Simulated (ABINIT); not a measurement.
Sr:

```
CELL_PARAMETERS angstrom
0.00000 3.04235 3.04235
3.04235 0.00000 3.04235
3.04235 3.04235 0.00000
ATOMIC_POSITIONS crystal
Sr 0.00000 0.00000 0.00000
```

| Property | Result |
| --- | --- |
| Program | ABINIT 10.8.3 (patched build) |
| Task | relaxation of cell and atoms |
| Functional | PBEsol |
| Potentials or basis | PseudoDojo NC SR PBEsol v0.4.1 standard |
| Cutoff | 925 eV |
| k mesh | 6 × 6 × 6 |
| Occupations | fermi-dirac, width 0.05 eV |
| Spin | no spin polarisation |

At the start: pressure -0.9 GPa; volume 56.32 Å³/atom.

**Question.** Where does the relaxation end?

**Answer.** Over 5 steps the energy falls by 11.9 meV/atom and the volume is 52.15 Å³/atom (-7.4 %); space group Fm-3m (No. 225, to 0.05 Å).

The path:
| step | energy change (eV) | largest force (eV/Å) | pressure (GPa) | volume (Å³) |
| --- | --- | --- | --- | --- |
| 1 | 0.0000 | 0.0000 | -0.86 | 56.32 |
| 2 | -0.0008 | 0.0000 | -0.83 | 56.17 |
| 3 | -0.0118 | 0.0000 | 0.08 | 51.84 |
| 4 | -0.0119 | 0.0000 | -0.01 | 52.18 |
| 5 | -0.0119 | 0.0000 | 0.00 | 52.15 |

Final structure:
```yaml
crystal:
  lattice:
    - [0.00000, 2.96534, 2.96534]
    - [2.96534, 0.00000, 2.96534]
    - [2.96534, 2.96534, 0.00000]
  atoms:
    - { symbol: Sr, position: [0.00000, 0.00000, 0.00000] }
```
